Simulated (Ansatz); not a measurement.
# Te2Mo: what the smearing entropy tells about the Fermi level

Computed with DFT LDA, scalar-relativistic, plane waves, PAW (Ansatz 0.2.0).

```
Te Mo
1.0
     6.36161    0.00000    0.00000
     0.00000    3.48040    0.00000
    -0.08574    0.00000   36.17589
Te Mo
4 2
Cartesian
  0.4655 2.6103 16.0430
  5.8104 0.8701 20.1329
  3.5915 0.8701 16.6155
  2.6844 2.6103 19.5604
  5.1649 2.6103 18.1796
  1.1110 0.8701 17.9963
```

The plane-wave cutoff is 420 eV. The Γ-centred k-mesh is 6×10×1 and the spin treatment is unpolarised.

The same metal under several smearings of width σ, on one mesh. F is the free energy, TS the smearing's entropy term for the cell of 6 atoms, and E = F + TS. Gaussian occupations are ½ erfc[(ε − μ)/σ], and N counts both spins. Spin–orbit coupling is left out, which shifts the bands of heavy elements.

```tsv
rule	σ (eV)	F − F(narrowest) (meV/atom)	TS (meV/cell)
Fermi–Dirac	0.02	-0.208	2.622
Fermi–Dirac	0.05	-1.115	11.625
Fermi–Dirac	0.1	-4.087	51.182
Gaussian	0.02	0.000	0.549
Gaussian	0.05	-0.204	2.614
Gaussian	0.1	-0.746	7.618
```

For a density of states N (both spins) that is flat over the smeared range, TS = Nσ²/2 (Gaussian) and (π²/3)Nσ² (Fermi–Dirac). What N does each run give?

| rule | σ (eV) | N (states/eV a cell) |
| --- | --- | --- |
| Fermi–Dirac | 0.02 | 1.99 |
| Fermi–Dirac | 0.05 | 1.41 |
| Fermi–Dirac | 0.1 | 1.56 |
| Gaussian | 0.02 | 2.74 |
| Gaussian | 0.05 | 2.09 |
| Gaussian | 0.1 | 1.52 |

Equal entropy needs σ_Gauss = π√(2/3) σ_FD = 2.57 σ_FD, so a Fermi–Dirac width acts like a Gaussian one 2.57 times as large. At moderate widths N lies between 1.41 and 2.09. The drift shows structure in the density of states within the smeared window (a rise with width points to a dip at the Fermi level, a fall to a peak or a steep flank), or a mesh too coarse for the narrower widths. At the narrowest widths only the few mesh levels within σ of μ count, so N can scatter there.

To second order F = E0 − TS/2 and E = E0 + TS/2. How well does E0 = (E + F)/2 undo the smearing?

```tsv
rule	σ (eV)	F − E0(narrowest) (meV/atom)	(E + F)/2 − E0(narrowest) (meV/atom)
Fermi–Dirac	0.02	-0.25	-0.04
Fermi–Dirac	0.05	-1.16	-0.19
Fermi–Dirac	0.1	-4.13	0.13
Gaussian	0.02	-0.05	0.00
Gaussian	0.05	-0.25	-0.03
Gaussian	0.1	-0.79	-0.16
```

At Fermi–Dirac 0.1 eV the free energy is off by -4.13 meV/atom and the mean by 0.13. What remains is of order σ⁴ plus the mesh error of the narrowest run, which is no exact reference. Forces and stress are derivatives of F, not of E0, so they keep the σ² error.

Ordered by effective width, the apparent density of states falls from 2.74 to 1.41 states/eV and then recovers slightly to 1.56, so neither a simple peak nor a simple dip at the Fermi level describes all six runs. The near agreement of Fermi–Dirac 0.02 eV and Gaussian 0.05 eV shows that the effective width matters more than the smearing rule.

The modest values fit a distorted 1T′-type layer. Mo(IV) has a d² configuration, and pairing the metal atoms into zigzag chains splits the d states into bonding and antibonding combinations, removing weight from the Fermi level. The recovery at the largest width probably reflects Mo d and Te p bands further away.

The mean energy's residual changes sign between Fermi–Dirac 0.05 and 0.1 eV, so its small size at the larger width is probably partly cancellation rather than convergence. Finite entropy alone doesn't establish a semimetal, since thermal tails can also populate states across a small gap.
